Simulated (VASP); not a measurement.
CaO:

```
Ca O
1.0
    -1.55296    1.55296    5.82128
     1.55296   -1.55296    5.82128
     1.55296    1.55296   -5.82128
Ca O
2 2
Cartesian
  0.0000 0.0000 0.4932
  0.0000 1.5530 3.4038
  0.0000 0.0000 5.3281
  1.5530 0.0000 2.4175
```

The cell was built by a generator and needn't be a form met in nature.

```yaml
Program: VASP 6.6.1
Task: relaxation of cell and atoms
Functional: PBEsol
Dispersion: D4
Potentials_or_basis: VASP PAW PBE potentials, release 64 (Ca_sv, O)
Cutoff: 600 eV
k_mesh: 9 × 9 × 9
Occupations: fermi-dirac, width 0.05 eV
Spin: no spin polarisation
```

At the start: pressure -4.9 GPa; volume 14.04 Å³/atom.

Problem. Where does the relaxation end?

Solution. Over 6 steps the energy falls by 11.0 meV/atom and the volume is 13.35 Å³/atom (-4.9 %); space group I4_1md (No. 109, to 0.05 Å).

The path:
| step | energy change (eV) | largest force (eV/Å) | pressure (GPa) | volume (Å³) |
| --- | --- | --- | --- | --- |
| 1 | 0.0000 | 0.0150 | -4.93 | 56.16 |
| 2 | -0.0396 | 0.0690 | 1.59 | 52.72 |
| 3 | -0.0432 | 0.0486 | -0.01 | 53.46 |
| 4 | -0.0438 | 0.0324 | 0.03 | 53.43 |
| 5 | -0.0440 | 0.0174 | 0.04 | 53.40 |
| 6 | -0.0441 | 0.0072 | -0.05 | 53.42 |

Final structure:
```
CELL_PARAMETERS angstrom
-1.52862 1.52862 5.71528
1.52862 -1.52862 5.71528
1.52862 1.52862 -5.71528
ATOMIC_POSITIONS crystal
Ca 0.04281 0.04281 0.00000
Ca 0.79281 0.29281 0.50000
O 0.45719 0.45719 0.00000
O 0.20719 0.70719 0.50000
```

Caveat: the PAW data sets were made with another functional, which shifts forces and pressure a little.
